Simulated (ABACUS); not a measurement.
A run of ABACUS 3.10.1 is set up as follows.

INPUT

```
INPUT_PARAMETERS
suffix              Bi
calculation         scf
basis_type          pw
pseudo_dir          ./
symmetry            1
dft_functional      pbesol
ecutwfc             66
pseudo_rcut         7
nspin               1
nbands              19
ks_solver           dav
smearing_method     fd
smearing_sigma      0.00367493
scf_thr             1e-08
scf_nmax            100
mixing_type         broyden
mixing_beta         0.7
cal_force           1
cal_stress          1
out_chg             1
out_pot             2
out_elf             1
```

Contents of STRU:

```
ATOMIC_SPECIES
Bi 208.9804 Bi.upf

LATTICE_CONSTANT
1.8897261246

LATTICE_VECTORS
2.2675000000 1.3091417354 3.9380000000
-2.2675000000 1.3091417354 3.9380000000
0.0000000000 -2.6182834708 3.9380000000

ATOMIC_POSITIONS
Direct

Bi
0.0
2
0.7724340000 0.7862450000 0.7540610000 1 1 1
0.2322200000 0.2385820000 0.2322520000 1 1 1
```

File KPT:

```
K_POINTS
0
Gamma
7 7 7 0 0 0
```

Potentials or basis: PseudoDojo NC SR 0.4.1 PBEsol standard, plane waves.

The run is started by

```console
$ OMP_NUM_THREADS=1 mpirun -np 4 abacus > log
```

Q: Estimate the pressure.

A: 0.3 GPa.

Q: Predict the band gap on the k mesh.

A: 0.23 eV, indirect (least direct gap 0.51 eV).

Q: What does it give for the largest force?

A: 0.456 eV/Å.

Stress tensor (GPa, compression positive):
```
-0.15  0.12 -0.23
 0.12  0.89  0.90
-0.23  0.90  0.25
```

Caveat: spin-orbit coupling is left out, which as a rule narrows the gap of such compounds by several tenths of an eV; an odd mesh through Γ misses points on the zone boundary, where band edges often lie.
